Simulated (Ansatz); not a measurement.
Input of an Ansatz 0.2.0 run:

The input input.yaml:

```yaml
crystal:
  lattice:
    - [0.0, 3.611146, 3.611146]
    - [3.611146, 0.0, 3.611146]
    - [3.611146, 3.611146, 0.0]
  atoms:
    - { symbol: Te, position: [0.25, 0.25, 0.25] }
    - { symbol: Sn, position: [0.0, 0.0, 0.0] }
hamiltonian:
  xc: pbesol
  pseudopotentials: { kind: paw_fr }
magnetization:
  noncollinear: true
  spin_orbit: true
kpoints:
  mp_grid: { grid: [5, 5, 5] }
  band_path:
    path:
      - [[0.0, 0.0, 0.0], [0.5, 0.0, 0.5], [0.5, 0.25, 0.75], [0.375, 0.375, 0.75], [0.0, 0.0, 0.0], [0.5, 0.5, 0.5], [0.625, 0.25, 0.625], [0.5, 0.25, 0.75], [0.5, 0.5, 0.5], [0.375, 0.375, 0.75]]
      - [[0.625, 0.25, 0.625], [0.5, 0.0, 0.5]]
    npoints: 14
scf:
  occupations: { method: fermi_dirac, width: 0.05 }
  n_extra_bands: 6
output:
  forces: true
  stress: true
  eigenvalues: true
  fatbands: true
```

Potentials or basis: Ansatz PAW.

Command:

```bash
$ ansatz run input.yaml --threads 2 --pin off --max-ram 5632MiB --backend cpu --events-out ev --progress --plain --runs-dir out
```

(1) What does it give for the pressure?

(2) Predict the band gap along the path.

Results:

(1) -1.4 GPa.

(2) none (metal or under the smearing width).

Caveat: the PAW data sets come from PBE, with cores solved anew for the run's functional, which leaves a small shift of forces and pressure.
